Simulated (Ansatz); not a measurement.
# Response of Zr to small distortions

```
CELL_PARAMETERS angstrom
3.23200 0.00000 0.00000
-1.61600 2.79899 0.00000
0.00000 0.00000 5.14700
ATOMIC_POSITIONS crystal
Zr 0.33333 0.66667 0.25000
Zr 0.66667 0.33333 0.75000
```

Atoms are numbered in the order listed.

The geometry is COD entry 9008523, unchecked; take it as a test cell.

Computed with DFT, PBEsol, all-electron PAW with datasets made for the crystal, scalar-relativistic in Ansatz 0.2.0.

Sampling and basis: a Γ-centred 13×13×7 k mesh, Fermi–Dirac smearing of 0.08 eV, cutoff 240 eV (chosen by the program for this cell), no spin polarisation.

The unchanged cell is at -3.25 GPa.

In a metal, stresses and small energies carry noise from the k mesh.

x, y and z are the Cartesian axes of the cell as listed; fractional coordinates follow a strain, and an engineering shear is twice the off-diagonal strain component.

(1) With this change (equal xy, yz and zx engineering shear strains of -3 %), what becomes of the energy and stress and forces?

With equal xy, yz and zx engineering shear strains of -1 %: energy change under 1 meV/atom; stress change (xx, yy, zz, yz, xz, xy) 0.00, 0.01, -0.01, 0.24, 0.24, 0.45 GPa, compression positive; change of the force on Zr1 (0.019, 0.000, 0.001) eV/Å.

(2) With this change (equal xy, yz and zx engineering shear strains of +2 %), what becomes of the energy and stress and forces?

(3) With this change (equal xy, yz and zx engineering shear strains of -2 %), what becomes of the energy and stress and forces?

(4) With this change (equal xy, yz and zx engineering shear strains of +1 %), what becomes of the energy and stress and forces?

(5) With this change (equal xy, yz and zx engineering shear strains of +3 %), what becomes of the energy and stress and forces?

## Answers

(1) Energy change +6 meV/atom; stress change (xx, yy, zz, yz, xz, xy) 0.01, 0.06, -0.04, 0.78, 0.80, 1.40 GPa, compression positive; change of the force on Zr1 (0.061, 0.004, 0.013) eV/Å.

(2) Energy change +2 meV/atom; stress change (xx, yy, zz, yz, xz, xy) 0.00, 0.04, -0.03, -0.42, -0.43, -0.83 GPa, compression positive; change of the force on Zr2 (0.034, -0.002, -0.005) eV/Å.

(3) Energy change +3 meV/atom; stress change (xx, yy, zz, yz, xz, xy) 0.00, 0.03, -0.02, 0.51, 0.51, 0.92 GPa, compression positive; change of the force on Zr1 (0.040, 0.002, 0.006) eV/Å.

(4) Energy change under 1 meV/atom; stress change (xx, yy, zz, yz, xz, xy) 0.00, 0.01, -0.01, -0.22, -0.22, -0.43 GPa, compression positive; change of the force on Zr2 (0.018, 0.000, -0.001) eV/Å.

(5) Energy change +5 meV/atom; stress change (xx, yy, zz, yz, xz, xy) 0.00, 0.09, -0.07, -0.60, -0.61, -1.21 GPa, compression positive; change of the force on Zr2 (0.047, -0.004, -0.010) eV/Å.
